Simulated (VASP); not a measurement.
BaTe under changes of volume

One of the cells (40.445 Å³/atom); the others are scaled copies at fixed shape and fractional positions:

```
CELL_PARAMETERS angstrom
0.00000 3.43258 3.43258
3.43258 0.00000 3.43258
3.43258 3.43258 0.00000
ATOMIC_POSITIONS crystal
Ba 0.00000 0.00000 0.00000
Te 0.50000 0.50000 0.50000
```

```yaml
Program: VASP 6.6.1
Functional: PBE
Potentials_or_basis: VASP PAW PBE potentials, release 64 (Ba_sv, Te)
Cutoff: 520 eV
k_mesh: 7 × 7 × 7
Occupations: fermi-dirac, width 0.05 eV
Spin: no spin polarisation
```

```csv
volume (Å³/atom),energy over the lowest point (meV/atom),pressure (GPa),gap on the mesh (eV)
37.273,130.27,7.5,1.21
38.066,?,?,?
38.859,67.92,5.2,1.33
40.445,25.70,3.4,1.43
41.238,10.98,2.6,1.48
42.031,0.00,1.9,1.52
```

Q: What does the run at 38.066 Å³/atom give?

A: Energy over the lowest point 96.33 meV/atom; pressure 6.3 GPa; gap on the mesh 1.27 eV.

Worked out: A Birch-Murnaghan fit of order 3 (a polynomial in V^(-2/3)) to the other rows has no minimum within the range. It gives 96.32 meV/atom at 38.066 Å³/atom, against the run's 96.33, and -dE/dV = 6.3 GPa, against 6.3. A straight line through the other rows of the gap, of slope 2.59 eV per unit of ln V, gives 1.27 eV, against the run's 1.27.

Energies are extrapolated to zero smearing.

Caveats: spin-orbit coupling is left out, which moves the levels of the heavy elements; an odd mesh through Γ misses points on the zone boundary, where band edges often lie.
